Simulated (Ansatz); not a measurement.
Input:

BeO:
```cif
data_Be4O4
_chemical_formula_sum 'Be4 O4'
_space_group_name_H-M_alt 'P 1'
_space_group_IT_number 1
_cell_length_a 2.66138
_cell_length_b 2.66138
_cell_length_c 8.67049
_cell_angle_alpha 90.000
_cell_angle_beta 90.000
_cell_angle_gamma 120.000
loop_
_space_group_symop_operation_xyz
  'x, y, z'
loop_
_atom_site_label
_atom_site_type_symbol
_atom_site_fract_x
_atom_site_fract_y
_atom_site_fract_z
_atom_site_occupancy
Be1 Be 0.00000 0.00000 0.00076 1
Be2 Be 0.00000 0.00000 0.50076 1
Be3 Be 0.66667 0.33333 0.75017 1
Be4 Be 0.33333 0.66667 0.25017 1
O1 O 0.00000 0.00000 0.81243 1
O2 O 0.00000 0.00000 0.31243 1
O3 O 0.66667 0.33333 0.56227 1
O4 O 0.33333 0.66667 0.06227 1
```

This is the LDA-relaxed structure.

**Question.** All from the program Ansatz at the LDA level (PAW), unless another level is named. Give the Hill bulk and shear moduli.

**Answer.** 232 and 163 GPa.

**Question.** Predict the vibrational entropy at 300 K.

**Answer.** 6.8 J/(K·mol of atoms).

Space group P6_3mc. The cell is a constructed one: a structure type filled with these elements. Its sites differ from those of the usual phase in this space group: another stacking or structure type. The cell was relaxed with LDA under the symmetry of its start; phonons on a q-mesh show no instability.

Potentials: the later of the program's two PAW sets.
